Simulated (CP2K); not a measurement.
**ZrO2 in CP2K: the effect of Hubbard term**

ZrO2:

```
CELL_PARAMETERS angstrom
3.59610 0.00000 0.00000
0.00000 3.59610 0.00000
0.00000 0.00000 5.17700
ATOMIC_POSITIONS crystal
Zr 0.50000 0.50000 0.50000
Zr 0.00000 0.00000 0.00000
O 0.50000 0.00000 0.79700
O 0.50000 0.00000 0.29700
O 0.00000 0.50000 0.70300
O 0.00000 0.50000 0.20300
```

Alike in all runs:

| Quantity | Value |
| --- | --- |
| Program | CP2K 2026.2 |
| Task | projected density of states |
| Functional | PBE |
| Potentials or basis | GTH_POTENTIALS Zr GTH-PBE-q12, O GTH-PBE-q6; DZVP-MOLOPT-SR-GTH basis |
| Density cutoff | 8163 eV |
| k mesh | 6 × 6 × 4 |
| Occupations | fermi-dirac, width 0.05 eV |
| Spin | no spin polarisation |
| SCF solver | diagonalisation with k points |
| Quickstep method | GPW |
| EPS_DEFAULT | 1.0E-9 |
| EPS_SCF | 1.0E-6 |
| MAX_SCF | 100 |
| SCF_GUESS | ATOMIC |
| k points reduced by the point group | yes |
| Mesh centred on Gamma | yes |

Q: One run gave: gap on the mesh 4.44 eV. Which Hubbard term did it use?
A. Zr d U = 2.0 eV
B. none
C. Zr d U = 4.0 eV

A: A.

| Hubbard term | gap on the mesh (eV) |
| --- | --- |
| none | 3.99 |
| Zr d U = 2.0 eV | 4.44 |
| Zr d U = 4.0 eV | 4.90 |

Caveats: the basis of atomic orbitals isn't converged, which shifts pressures, moduli and gaps; this program's U acts on Mulliken populations of all basis functions of the shell, so it isn't the U of plane-wave codes (some runs); energies scatter by some meV and the pressure isn't listed (some runs).

A k mesh can miss the band edges.

A gap of «none» marks a metal or a gap under the smearing width.
